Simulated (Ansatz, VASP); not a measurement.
# One calculation of W, two programs

```
W
1.0
    -1.60317    1.60317    1.60317
     1.60317   -1.60317    1.60317
     1.60317    1.60317   -1.60317
W
1
Direct
  0.00000 0.00000 0.00000
```

Change from the starting cell: volume scaled by 1.04.

Alike in both runs: task single point; functional PBEsol; k mesh 12 × 12 × 12; occupations fermi-dirac, width 0.05 eV; no spin polarisation.

```csv
,VASP,Ansatz
version,VASP 6.6.1,Ansatz 0.2.0
potentials or method,"VASP PAW PBE potentials, release 64 (W_sv)",Ansatz PAW
plane-wave cutoff (eV),520,420
valence electrons in the cell,14,14
```

Ansatz gave:

- gap on the k mesh at the Fermi level (eV): none
- pressure (GPa): -14.1

**Question.** Which values does VASP return?

**Answer.** gap on the k mesh at the Fermi level (eV): none; pressure (GPa): -13.7.

A gap of «none» marks a metal or a gap that the smearing closes.

Caveats: the PAW data sets were made with another functional, which shifts forces and pressure a little (VASP); the PAW data sets come from PBE, with cores solved anew for the run's functional, which leaves a small shift of forces and pressure (Ansatz). The runs have no spin-orbit coupling, so splittings on W are missing.
